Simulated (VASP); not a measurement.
**KBr in VASP: one cell, several levels of theory, part 1 of 2**

Aim: gap, levels, forces and stress of KBr (zincblende), under +2.5 % biaxial strain in x and y, free along z at fixed geometry. Runs: PBE, r2SCAN. The results are then set beside those of Ansatz 0.2.0 for the same cell. This is a trial cell built on a prototype, not taken from a measured structure, and it needn't be the compound's ground state.

The runs shown are made with VASP 6.6.1. PAW datasets, plane waves. The structure was generated, not taken from experiment, and needn't be the ground state; spin polarisation is off.

## Step 1: The system as given

The cell comes from an earlier relaxation with r2SCAN in another program, then strained, with the atoms relaxed again.

Space group I-4m2 (No. 119), tetragonal; conventional cell a = 5.346 Å, c = 6.988 Å, 49.94 Å³ an atom. Near K stand 4 Br at 3.19 Å; near Br stand 4 K at 3.19 Å.

Structure file:

```cif
data_structure
_symmetry_space_group_name_H-M 'P 1'
_symmetry_Int_Tables_number 1
_cell_length_a 5.1478
_cell_length_b 5.1478
_cell_length_c 5.3464
_cell_angle_alpha 58.715
_cell_angle_beta 58.715
_cell_angle_gamma 62.569
_cell_volume 99.87
loop_
_atom_site_label
_atom_site_type_symbol
_atom_site_fract_x
_atom_site_fract_y
_atom_site_fract_z
_atom_site_occupancy
K1 K 0.00000 0.00000 0.00000 1
Br1 Br 0.25000 0.25000 0.25000 1
```

## Step 2: PBE at this geometry

Contents of INCAR:

```
ENCUT = 520.000000
SIGMA = 0.020000
EDIFF = 1.00e-07
GGA = PE
PREC = Accurate
IBRION = -1
ISIF = 2
ISMEAR = -1
NBANDS = 15
NELM = 120
NSW = 0
LASPH = .TRUE.
LCHARG = .TRUE.
LELF = .TRUE.
LWAVE = .FALSE.
LREAL = .FALSE.
```

Contents of KPOINTS:

```
KPOINTS created by Atomic Simulation Environment
0
Gamma
6 6 6
0 0 0
```

Contents of KPOINTS_OPT:

```
special points
6
Reciprocal
0.0000000000 0.0000000000 0.0000000000 1
-0.5000000000 -0.5000000000 0.0000000000 1
-0.3750000000 -0.3750000000 0.2500000000 1
-0.3750000000 0.0000000000 0.3750000000 1
0.0000000000 0.0000000000 0.5000000000 1
-0.5000000000 -0.2500000000 0.2500000000 1
```

Contents of POSCAR:

```
K  Br
 1.0000000000000000
     0.0000000000000000    3.7805067765000002    3.4939996361999999
     3.7805067765000002    0.0000000000000000    3.4939996361999999
     3.7805067765000002    3.7805067765000002    0.0000000000000000
 K   Br
   1   1
Cartesian
  0.0000000000000000  0.0000000000000000  0.0000000000000000
  1.8902533882500001  1.8902533882500001  1.7469998180999999
```

The run uses the recommended PBE PAW datasets (16 valence electrons a neutral cell).

Started as:

```console
$ mpirun -np 1 vasp_std
```

Standard output, without the iteration lines:

```text
POSCAR found type information on POSCAR K Br
 POSCAR found :  2 types and       2 ions
 LDA part: xc-table for (Slater+PW92), standard interpolation
 POSCAR, INCAR and KPOINTS ok, starting setup
 FFT: planning ... GRIDC
 FFT: planning ... GRID_SOFT
 FFT: planning ... GRID
 WAVECAR not read
 entering main loop
 Start KPOINTS_OPT (optional k-point list driver)
k-point batch [1-6\6]
```

OSZICAR:

```text
N       E                     dE             d eps       ncg     rms          rms(c)
DAV:   1     0.100287419224E+03    0.10029E+03   -0.64818E+03   900   0.895E+02
DAV:   2     0.169498070607E+01   -0.98592E+02   -0.91303E+02  1145   0.216E+02
DAV:   3    -0.599035104304E+01   -0.76853E+01   -0.76495E+01  1250   0.530E+01
DAV:   4    -0.635246073565E+01   -0.36211E+00   -0.36202E+00  1532   0.995E+00
DAV:   5    -0.635442062162E+01   -0.19599E-02   -0.19599E-02  1229   0.833E-01    0.317E+00
DAV:   6    -0.604429890122E+01    0.31012E+00   -0.40660E-01  1187   0.267E+00    0.223E+00
DAV:   7    -0.600915221705E+01    0.35147E-01   -0.20504E-01  1271   0.212E+00    0.110E+00
DAV:   8    -0.602998142353E+01   -0.20829E-01   -0.25128E-02  1157   0.102E+00    0.197E-01
DAV:   9    -0.603189895622E+01   -0.19175E-02   -0.12046E-03  1152   0.194E-01    0.131E-01
DAV:  10    -0.603394405522E+01   -0.20451E-02   -0.16963E-03   921   0.224E-01    0.319E-02
DAV:  11    -0.603397945943E+01   -0.35404E-04   -0.90715E-05  1153   0.634E-02    0.102E-02
DAV:  12    -0.603399301855E+01   -0.13559E-04   -0.18083E-05   921   0.321E-02    0.557E-03
DAV:  13    -0.603399340213E+01   -0.38358E-06   -0.12839E-06  1308   0.660E-03    0.147E-03
DAV:  14    -0.603399349134E+01   -0.89207E-07   -0.23240E-07   942   0.304E-03
   1 F= -.60339935E+01 E0= -.60339935E+01  d E =-.668660E-11
       N       E                     dE             ncg
DAV:   1     0.371952000333E+03   -0.29922E+04      180
DAV:   2    -0.171912423479E+03   -0.54386E+03      236
DAV:   3    -0.211350755686E+03   -0.39438E+02      257
DAV:   4    -0.213622621556E+03   -0.22719E+01      286
DAV:   5    -0.213636075181E+03   -0.13454E-01      250
DAV:   6    -0.213636373822E+03   -0.29864E-03      269
DAV:   7    -0.213636376542E+03   -0.27201E-05      265
DAV:   8    -0.213636376630E+03   -0.87254E-07      216
```

The lines after F= are the extra pass for the points of KPOINTS_OPT, at fixed density; their E is not a total energy.

From OUTCAR:

```text
k-points           NKPTS =     30   k-points in BZ     NKDIM =     30   number of bands    NBANDS=     15

   NELECT =      16.0000    total number of electrons

   dimension x,y,z NGX =    40 NGY =   40 NGZ =   40
   dimension x,y,z NGXF=    80 NGYF=   80 NGZF=   80

  energy-cutoff  :      520.00
  volume of cell :       99.87
      direct lattice vectors                 reciprocal lattice vectors
     0.000000000  3.780506777  3.493999636    -0.132257401  0.132257401  0.143102476
     3.780506777  0.000000000  3.493999636     0.132257401 -0.132257401  0.143102476
     3.780506777  3.780506777  0.000000000     0.132257401  0.132257401 -0.143102476

 k-points in reciprocal lattice and weights: KPOINTS created by Atomic Simulation Env
   0.00000000  0.00000000  0.00000000       0.005
   0.16666667  0.00000000  0.00000000       0.037
   0.33333333  0.00000000  0.00000000       0.037
   0.50000000  0.00000000  0.00000000       0.019
   0.16666667  0.16666667  0.00000000       0.009
   0.33333333  0.16666667  0.00000000       0.037
   0.50000000  0.16666667  0.00000000       0.037
  -0.33333333  0.16666667  0.00000000       0.037
[... 22 more k-points ...]

 E-fermi :  -2.5931

 k-point     1 :       0.0000    0.0000    0.0000
  band No.  band energies     occupation
      1     -30.9035      2.00000
      2     -14.9929      2.00000
      3     -14.4070      2.00000
      4     -14.3978      2.00000
      5     -14.3978      2.00000
      6      -3.1391      2.00000
      7      -3.1391      2.00000
      8      -3.1080      2.00000
      9       1.1639      0.00000
     10       5.2486      0.00000
     11       5.7317      0.00000
     12       6.4056      0.00000
     13       6.4056      0.00000
     14       6.6693      0.00000
     15       7.0838      0.00000

 k-point     2 :       0.1667    0.0000    0.0000
  band No.  band energies     occupation
      1     -30.9031      2.00000
      2     -15.0535      2.00000
      3     -14.4058      2.00000
      4     -14.3999      2.00000
      5     -14.3333      2.00000
      6      -3.2490      2.00000
      7      -3.1416      2.00000
      8      -3.1082      2.00000
      9       1.5969      0.00000
     10       5.0664      0.00000
     11       5.4038      0.00000
     12       6.1482      0.00000
     13       6.4695      0.00000
     14       6.8760      0.00000
     15       7.0430      0.00000

 k-point     3 :       0.3333    0.0000    0.0000
  band No.  band energies     occupation
      1     -30.9024      2.00000
      2     -15.1483      2.00000
      3     -14.4082      2.00000
      4     -14.4040      2.00000
      5     -14.2262      2.00000
      6      -3.4377      2.00000
      7      -3.1473      2.00000
      8      -3.0924      2.00000
      9       2.5656      0.00000
     10       4.8101      0.00000
     11       4.9405      0.00000
     12       5.2747      0.00000
     13       6.4805      0.00000
     14       6.6780      0.00000
     15       6.7648      0.00000

 k-point     4 :       0.5000    0.0000    0.0000
  band No.  band energies     occupation
      1     -30.9020      2.00000
      2     -15.1879      2.00000
      3     -14.4094      2.00000
      4     -14.4060      2.00000
      5     -14.1805      2.00000
      6      -3.5143      2.00000
      7      -3.1504      2.00000
      8      -3.0847      2.00000
      9       3.4120      0.00000
     10       3.8803      0.00000
     11       4.9388      0.00000
     12       5.2722      0.00000
     13       6.3749      0.00000
     14       6.6268      0.00000
     15       7.0402      0.00000

 k-point     5 :       0.1667    0.1667    0.0000
  band No.  band energies     occupation
      1     -30.9029      2.00000
      2     -15.0637      2.00000
      3     -14.4025      2.00000
      4     -14.4025      2.00000
      5     -14.3248      2.00000
      6      -3.2542      2.00000
      7      -3.1504      2.00000
      8      -3.1504      2.00000
      9       1.7978      0.00000
     10       4.9491      0.00000
     11       5.5036      0.00000
     12       6.4524      0.00000
     13       6.6393      0.00000
     14       6.6393      0.00000
     15       6.9930      0.00000

 k-point     6 :       0.3333    0.1667    0.0000
  band No.  band energies     occupation
      1     -30.9023      2.00000
      2     -15.1383      2.00000
      3     -14.4089      2.00000
      4     -14.4068      2.00000
      5     -14.2355      2.00000
      6      -3.3989      2.00000
      7      -3.1582      2.00000
      8      -3.1483      2.00000
      9       2.5978      0.00000
     10       4.5019      0.00000
     11       5.4028      0.00000
     12       5.4692      0.00000
     13       6.5612      0.00000
     14       6.7238      0.00000
     15       6.9670      0.00000

 k-point     7 :       0.5000    0.1667    0.0000
  band No.  band energies     occupation
      1     -30.9018      2.00000
      2     -15.1933      2.00000
      3     -14.4159      2.00000
      4     -14.4086      2.00000
      5     -14.1671      2.00000
      6      -3.4696      2.00000
      7      -3.1633      2.00000
      8      -3.1576      2.00000
      9       3.4527      0.00000
     10       3.9057      0.00000
     11       5.0587      0.00000
     12       5.1923      0.00000
     13       6.6978      0.00000
     14       6.7249      0.00000
     15       7.0306      0.00000

 k-point     8 :      -0.3333    0.1667    0.0000
  band No.  band energies     occupation
      1     -30.9020      2.00000
      2     -15.1862      2.00000
      3     -14.4183      2.00000
      4     -14.4060      2.00000
      5     -14.1731      2.00000
      6      -3.4336      2.00000
      7      -3.1704      2.00000
      8      -3.1487      2.00000
      9       3.0467      0.00000
     10       4.2577      0.00000
     11       4.8797      0.00000
     12       5.1845      0.00000
     13       6.7842      0.00000
     14       6.8492      0.00000
     15       7.0103      0.00000

 k-point     9 :      -0.1667    0.1667    0.0000
  band No.  band energies     occupation
      1     -30.9027      2.00000
      2     -15.1219      2.00000
      3     -14.4143      2.00000
      4     -14.4017      2.00000
      5     -14.2497      2.00000
      6      -3.3366      2.00000
      7      -3.1405      2.00000
      8      -3.1369      2.00000
      9       2.1553      0.00000
     10       4.7873      0.00000
     11       4.9329      0.00000
     12       5.6002      0.00000
     13       6.8437      0.00000
     14       6.9809      0.00000
     15       7.1885      0.00000

 k-point    10 :       0.3333    0.3333    0.0000
  band No.  band energies     occupation
      1     -30.9018      2.00000
      2     -15.1692      2.00000
      3     -14.4117      2.00000
      4     -14.4117      2.00000
      5     -14.1970      2.00000
      6      -3.4513      2.00000
      7      -3.1700      2.00000
      8      -3.1700      2.00000
      9       2.9657      0.00000
     10       4.1139      0.00000
     11       5.3438      0.00000
     12       6.1925      0.00000
     13       6.4692      0.00000
     14       6.4692      0.00000
     15       7.4282      0.00000

 k-point    11 :       0.5000    0.3333    0.0000
  band No.  band energies     occupation
      1     -30.9015      2.00000
      2     -15.2053      2.00000
      3     -14.4189      2.00000
      4     -14.4138      2.00000
      5     -14.1490      2.00000
      6      -3.4649      2.00000
      7      -3.2152      2.00000
      8      -3.1716      2.00000
      9       3.1774      0.00000
     10       4.0673      0.00000
     11       5.4132      0.00000
     12       5.8349      0.00000
     13       6.6251      0.00000
     14       6.7961      0.00000
     15       7.0316      0.00000

 k-point    12 :      -0.3333    0.3333    0.0000
  band No.  band energies     occupation
      1     -30.9016      2.00000
      2     -15.2126      2.00000
      3     -14.4246      2.00000
      4     -14.4110      2.00000
      5     -14.1358      2.00000
      6      -3.3697      2.00000
      7      -3.3085      2.00000
      8      -3.1611      2.00000
      9       3.2991      0.00000
     10       4.0558      0.00000
     11       5.2509      0.00000
     12       5.3292      0.00000
     13       6.7384      0.00000
     14       6.9303      0.00000
     15       7.1153      0.00000

[... the tables of k-points 13 to 30 left out ...]

  Total        0.1837703      0.1837703      0.1748128      0.0000000      0.0000000      0.0000000
  in kB        2.9480369      2.9480369      2.8043409      0.0000000      0.0000000      0.0000000
  external PRESSURE =       2.9001382 kB  Pullay stress =       0.0000000 kB

 POSITION                                       TOTAL-FORCE (eV/Angst)
 -----------------------------------------------------------------------------------
      0.00000      0.00000      0.00000        -0.000000     -0.000000     -0.000000
      1.89025      1.89025      1.74700         0.000000      0.000000      0.000000
 -----------------------------------------------------------------------------------
    total drift:                               -0.000000     -0.000000     -0.000000

  FREE ENERGIE OF THE ION-ELECTRON SYSTEM (eV)
  ---------------------------------------------------
  free  energy   TOTEN  =        -6.0339934913 eV

  energy  without entropy=       -6.0339934913  energy(sigma->0) =       -6.03399349
```

Hardware: 1 MPI rank of Intel Xeon Platinum 8488C, shared host.

The levels at the points of KPOINTS_OPT are read from vasprun.xml.

Levels at the named points, in eV from the top of band v (v: the last filled band by count, c: the next):

| point | v−1 | v | c | c+1 |
| --- | --- | --- | --- | --- |
| Γ | -0.05 | -0.02 | 4.25 | 8.33 |
| X | -0.09 | -0.09 | 6.13 | 7.12 |
| U | -0.19 | -0.08 | 6.31 | 7.13 |
| K | -0.16 | -0.02 | 6.30 | 7.14 |
| L | -0.07 | 0.00 | 6.50 | 6.97 |
| W | -0.22 | -0.07 | 6.29 | 7.15 |

Gap with PBE: 4.25 eV, valence top at L, conduction bottom at Γ. Least direct gap: 4.27 eV. The pressure is 0.29 GPa; the forces vanish within 0.01 eV/Å.

Axes a, b and c in the maps are those of this run's conventional cell (a, b, c = 5.346, 5.346, 6.988 Å).

Density in a lattice plane of the grid's cell (edges 5.35 and 6.99 Å, at 0.000 of the third edge), which holds K and Br.

Ten even steps from '0' (-0.56 e/Å³) to '9' (4.62 e/Å³):
```
874211111111111247
432111111211111123
111111123332111111
111111232223211111
111111231013211111
111111232223211111
111111123332111111
111111111211111111
111111111111111111
111111111111111111
111111111111111111
111111111111111111
111111111111111111
111111111111111111
111111111111111111
111111111111111111
111111111111111111
432111111111111123
874211111111111247
995211111111111259
```
Columns run along the first of these edges and rows up along the second, over one cell in 18 and 20 even steps from the bottom left corner. Atoms in the plane (fractional): K at (0.00, 0.00), Br at (0.50, 0.75).

ELF in the same plane.

Ten even steps from ' ' (0.00) to '@' (0.88):
```
##%%@@##..  --##%%%%%%##--  ..##@@%%
@@@@%%--  ::##@@@@@@@@@@##::  --%%@@
##**--  ..**@@@@@@@@@@@@@@**..  --**
..      ++@@@@@@%%##%%@@@@@@++      
      --##@@@@@@**--**@@@@@@##--    
    ..==##@@@@@@%%##%%@@@@@@##==..  
    ..==**%%@@@@@@@@@@@@@@%%**==..  
      ::++##%%@@@@@@@@@@%%##++::    
      ..::++**##%%%%%%##**++::..    
          ::--++******++--::        
            ..::::--::::..          
                                    
                                    
                                    
                                    
....                              ..
####++::                      ::++##
@@@@@@##::                  ::##@@@@
##%%@@%%==      ::--::      ==%%@@%%
--**@@%%==    --++**++--    ==%%@@**
```
Columns run along the first of these edges and rows up along the second, over one cell in 18 and 20 even steps from the bottom left corner. Atoms in the plane (fractional): K at (0.00, 0.00), Br at (0.50, 0.75).

Both are smooth fields of the valence electrons: close to the nuclei they are not physical.

Maxima of ELF outside the ion cores: 0.88 in the shell around Br, 0.9 Å from Br.

(Continued in part 2 of 2.)
